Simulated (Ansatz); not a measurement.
The calculation used DFT PBE, scalar-relativistic, plane waves, PAW in Ansatz 0.2.0. Settings: cutoff 420 eV, Γ-centred meshes spaced at most about 0.3 Å⁻¹ (2π included), Gaussian smearing. No spin polarisation in the final relaxations.

Temperature and zero-point effects are left out.

Compare these two cells of CdS, each relaxed at this level.

A. Space group I-43m (No. 217), cubic, a = 8.085 Å. Around Cd lie 1 S at 2.47 Å and 3 S at 2.62 Å; S has 1 Cd at 2.47 Å and 3 Cd at 2.62 Å.

B. Space group P3_221 (No. 154), trigonal, a = 6.604 Å, c = 4.002 Å. Cd has 4 S at 2.56–2.60 Å; S has 4 Cd at 2.56–2.60 Å.

Question: Which would you expect to be lower, and how large is the difference?

Answer: B is lower, by 37 meV/atom. A has space group I-43m (No. 217), 33.0 Å³/atom and a gap of 1.50 eV on its mesh; B has space group P3_221 (No. 154), 25.2 Å³/atom and a gap of 0.98 eV. The denser one is the lower, and pressure would at first widen the difference. Both come from invented guesses. The part of the Crystallography Open Database at hand lists CdS in space groups No. 186, 216; no cell shown has one of them.

Kohn–Sham gaps at this level usually fall short of measured ones.
